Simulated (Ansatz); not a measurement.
Crystal: CuO.

```
Cu O
1.0
     1.99097   -2.15355    0.00000
     1.99097    2.15355    0.00000
     0.00000    0.00000    5.15593
Cu O
2 2
Direct
  0.50000 0.00000 0.00000
  0.00000 0.50000 0.50000
  0.50000 0.50000 0.25000
  0.50000 0.50000 0.75000
```

Measurements of this composition are mostly on another form, of space group No. 15.

Base run:

| Quantity | Value |
| --- | --- |
| Program | Ansatz 0.2.0 |
| Functional | PBE |
| Potentials or basis | Ansatz PAW |
| Cutoff | 420 eV (not typed: the program's choice for these potentials) |
| k mesh | 9 × 9 × 5 |
| Occupations | fermi-dirac, width 0.05 eV |
| Spin | no spin polarisation |

Its results: band gap on the k mesh none (metal or under the smearing width); pressure 1.4 GPa.

Question: The run is repeated on the same cell with these changes: hubbard terms from none to Cu d U = 5.3 eV; hubbard projectors from none to ortho-atomic (the default). What comes out?

Answer: Band gap on the k mesh none (metal or under the smearing width); pressure 4.3 GPa.

Caveats: the run has no spin polarisation, though such a crystal can be magnetic; semilocal functionals often make such compounds metallic where correlation or magnetic order opens a gap, which also shifts bond lengths (some runs); U without spin polarisation on a metal has little footing (some runs).
